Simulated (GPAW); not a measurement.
Crystal: Ir.

```xyz
2
Lattice="2.7514 0.0000 0.0000 -1.3757 2.3828 0.0000 0.0000 0.0000 4.4623" Properties=species:S:1:pos:R:3 pbc="T T T"
Ir    0.0000    1.5885    1.1156
Ir    1.3757    0.7943    3.3467
```

This isn't the form of Ir at room conditions, which is fcc.

```yaml
Program: GPAW 26.7.0
Task: relaxation of cell and atoms
Functional: PBEsol
Potentials_or_basis: PAW data sets generated in the run's folder for this functional
Cutoff: 600 eV
Basis: pw
k_mesh: 8 × 8 × 5
Occupations: fermi-dirac, width 0.05 eV
Spin: no spin polarisation
```

At the start: pressure -12.6 GPa; volume 14.63 Å³/atom.

**Question.** How do energy, volume and symmetry change on relaxing?

**Answer.** Over 6 steps the energy falls by 21.4 meV/atom and the volume is 14.11 Å³/atom (-3.6 %); space group P6_3/mmc (No. 194, to 0.05 Å).

Step by step:
| step | energy change (eV) | largest force (eV/Å) | pressure (GPa) | volume (Å³) |
| --- | --- | --- | --- | --- |
| 1 | 0.0000 | 0.0000 | -12.61 | 29.25 |
| 2 | -0.0380 | 0.0000 | -4.35 | 28.54 |
| 3 | -0.0426 | 0.0000 | 0.29 | 28.18 |
| 4 | -0.0426 | 0.0000 | 0.03 | 28.20 |
| 5 | -0.0427 | 0.0000 | -0.11 | 28.21 |
| 6 | -0.0428 | 0.0000 | -0.06 | 28.21 |

Final structure:
```yaml
crystal:
  lattice:
    - [2.72209, 0.00000, 0.00000]
    - [-1.36104, 2.35740, 0.00000]
    - [0.00000, 0.00000, 4.39626]
  atoms:
    - { symbol: Ir, position: [0.33333, 0.66667, 0.25000] }
    - { symbol: Ir, position: [0.66667, 0.33333, 0.75000] }
```

Caveat: later steps reuse the first step's grids.
